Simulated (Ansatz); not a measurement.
# Li under changes of volume

One of the cells (21.609 Å³/atom); the others are scaled copies at fixed shape and fractional positions:

```xyz
1
Lattice="-1.7547 1.7547 1.7547 1.7547 -1.7547 1.7547 1.7547 1.7547 -1.7547" Properties=species:S:1:pos:R:3 pbc="T T T"
Li    0.0000    0.0000    0.0000
```

| Property | Result |
| --- | --- |
| Program | Ansatz 0.2.0 |
| Functional | PBEsol |
| Potentials or basis | Ansatz PAW |
| Cutoff | 420 eV (not typed: the program's choice for these potentials) |
| k mesh | 11 × 11 × 11 |
| Occupations | fermi-dirac, width 0.05 eV |
| Spin | no spin polarisation |

```tsv
volume (Å³/atom)	energy over the lowest point (meV/atom)	pressure (GPa)
20.312	0.00	-0.1
20.744	0.54	-0.3
21.177	1.78	-0.6
21.609	?	?
22.041	6.16	-1.0
22.473	9.18	-1.2
22.905	12.70	-1.4
```

Task: What does the run at 21.609 Å³/atom give?

Result: Energy over the lowest point 3.67 meV/atom; pressure -0.8 GPa.

Worked out: A Birch-Murnaghan fit of order 3 (a polynomial in V^(-2/3)) to the other rows has its minimum at 20.22 Å³/atom, just outside them, with B0 = V·E''(V) = 13.7 GPa and B' = 3.2. It gives 3.67 meV/atom at 21.609 Å³/atom, against the run's 3.67, and -dE/dV = -0.8 GPa, against -0.8.

Energies are extrapolated to zero smearing.
